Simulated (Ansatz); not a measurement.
## Sb under changes of volume

One of the cells (30.206 Å³/atom); the others are scaled copies at fixed shape and fractional positions:

```
Sb
1.0
     2.15420    1.24373    3.75800
    -2.15420    1.24373    3.75800
     0.00000   -2.48746    3.75800
Sb
2
Direct
  0.76651 0.76651 0.76651
  0.23349 0.23349 0.23349
```

| Property | Result |
| --- | --- |
| Program | Ansatz 0.2.0 |
| Functional | RPBE |
| Dispersion | D4 |
| Potentials or basis | Ansatz PAW |
| Cutoff | 420 eV (not typed: the program's choice for these potentials) |
| k mesh | 8 × 8 × 8 |
| Occupations | fermi-dirac, width 0.05 eV |
| Spin | no spin polarisation |

```tsv
volume (Å³/atom)	energy over the lowest point (meV/atom)	pressure (GPa)	largest force (eV/Å)
28.393	9.14	2.7	0.579
28.998	1.96	1.2	0.453
29.602	0.00	-0.1	0.334
30.206	2.64	-1.3	0.222
30.810	9.37	-2.3	0.119
31.414	19.73	-3.2	0.022
32.018	?	?	?
```

Q: What does the run at 32.018 Å³/atom give?

A: Energy over the lowest point 33.34 meV/atom; pressure -4.0 GPa; largest force 0.067 eV/Å.

Worked out: A Birch-Murnaghan fit of order 3 (a polynomial in V^(-2/3)) to the other rows has its minimum at 29.55 Å³/atom with B0 = V·E''(V) = 60 GPa and B' = 4.9 at fixed shape and positions, which overstates the stiffness. It gives 33.30 meV/atom at 32.018 Å³/atom, against the run's 33.34, and -dE/dV = -4.0 GPa, against -4.0.

Energies are extrapolated to zero smearing.

Caveats: pairwise dispersion overbinds metals, which lowers pressure and volume; the PAW data sets come from PBE, with cores solved anew for the run's functional, which leaves a small shift of forces and pressure.
